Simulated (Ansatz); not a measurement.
# K2S: how the settings move a single-point run

Question: which choices in the input matter for K2S?

Program: Ansatz 0.2.0. Level of theory: reference: DFT, HSE06, plane waves, PAW. These are calculated values, not measurements.

2 further runs of the same task are left out: 2 that didn't finish.

### 1 Starting point

It takes space group Fm-3m (No. 225, cubic). The conventional cell has a = 7.405 Å, b = 7.405 Å, c = 7.405 Å, α = 90.00°, β = 90.00°, γ = 90.00°. Around K (site symmetry -43m) lie 4 S at 3.21 Å. Around S (site symmetry m-3m) lie 8 K at 3.21 Å.

Coordinates:

```
CELL_PARAMETERS angstrom
0.00000 3.70272 3.70272
3.70272 0.00000 3.70272
3.70272 3.70272 0.00000
ATOMIC_POSITIONS crystal
K 0.25000 0.25000 0.25000
K 0.75000 0.75000 0.75000
S 0.00000 0.00000 0.00000
```

### 2 Baseline

input.yaml

```yaml
crystal:
  lattice:
    - [0.0, 3.7027186978, 3.7027186978]
    - [3.7027186978, 0.0, 3.7027186978]
    - [3.7027186978, 3.7027186978, 0.0]
  atoms:
    - { symbol: K, position: [0.25, 0.25, 0.25] }
    - { symbol: K, position: [0.75, 0.75, 0.75] }
    - { symbol: S, position: [0.0, 0.0, 0.0] }
kpoints:
  mp_grid: { grid: [4, 4, 4] }
hamiltonian:
  xc: hse06
scf:
  occupations: { method: fixed }
  n_extra_bands: 4
output:
  forces: true
  stress: true
  eigenvalues: true
  write_density: true
  write_potential: true
  elf: true
  volumetric_format: npy
```

The run is started by

```bash
ansatz run input.yaml --threads 4 --pin off --max-ram 3686MiB --backend cpu --events-out ev --progress --plain --runs-dir out
```

### 3 Changing settings: singularity wigner_seitz

input.yaml, as its differences from that of step 2:

```diff
@@ -16,2 +16,3 @@
   n_extra_bands: 4
+  exx: { singularity: wigner_seitz }
 output:
@@ -20,5 +21 @@
   eigenvalues: true
-  write_density: true
-  write_potential: true
-  elf: true
-  volumetric_format: npy
```

### 4 A further run, with the input changed

input.yaml, as its differences from that of step 2:

```diff
@@ -16,2 +16,4 @@
   n_extra_bands: 4
+  convergence: { dr2_threshold: 0.0001 }
+  max_iter: 82
 output:
@@ -20,5 +22 @@
   eigenvalues: true
-  write_density: true
-  write_potential: true
-  elf: true
-  volumetric_format: npy
```

### 6 Variant: mp_grid.grid [3, 3, 3]

input.yaml, as its differences from that of step 2:

```diff
@@ -10,3 +10,3 @@
 kpoints:
-  mp_grid: { grid: [4, 4, 4] }
+  mp_grid: { grid: [3, 3, 3] }
 hamiltonian:
@@ -20,5 +20 @@
   eigenvalues: true
-  write_density: true
-  write_potential: true
-  elf: true
-  volumetric_format: npy
```

(Steps that only read results are left out.)

Before running it: what results should come out? Wanted: for each run, ending; energy change; pressure; gap; force.

The runs gave:

| run | ending | energy change | pressure (GPa) | gap (eV) | force (eV/Å) | cycles | time |
| --- | --- | --- | --- | --- | --- | --- | --- |
| reference | converged | 0 | 0.1 | 3.31 | 0.00 | 11 | 10 s |
| 1: singularity wigner_seitz | converged | - | 0.1 | 3.31 | 0.00 | 11 | 9.4 s |
| 2: dr2_threshold 0.0001 | converged | 0.0 meV/atom | 0.1 | 3.31 | 0.00 | 11 | 10 s |
| 3: mp_grid.grid [3, 3, 3] | converged | +0.7 meV/atom | 0.1 | 3.34 | 0.00 | 11 | 5.4 s |

Times don't compare one to one where runs were asked for different outputs or read a saved state (see the inputs); cycles may leave out searches for a lower state.

Residual by cycle in the longest SCF loop of each run; runs are numbered as in the table. The quantity is the density residual dr2, in eV.

| cycle | reference | run 1 | run 2 | run 3 |
| --- | --- | --- | --- | --- |
| 1 | 0.00871 | 0.00871 | 0.00851 | 0.00862 |
| 2 | 0.00142 | 0.00142 | 0.00144 | 0.00141 |
| 3 | 5.5e-4 | 5.5e-4 | 6.0e-4 | 5.4e-4 |
| 4 | 2.8e-5 | 2.8e-5 | 3.0e-5 | 2.5e-5 |
| 5 | 1.3e-5 | 1.3e-5 | 1.7e-5 | 1.2e-5 |
| 6 | 6.7e-7 | 6.7e-7 | - | 6.2e-7 |

**Reading.** Of the converged runs whose energies compare with the reference's, «mp_grid.grid [3, 3, 3]» moves the energy most (+0.7 meV/atom) and «dr2_threshold 0.0001» least (0.0 meV/atom).
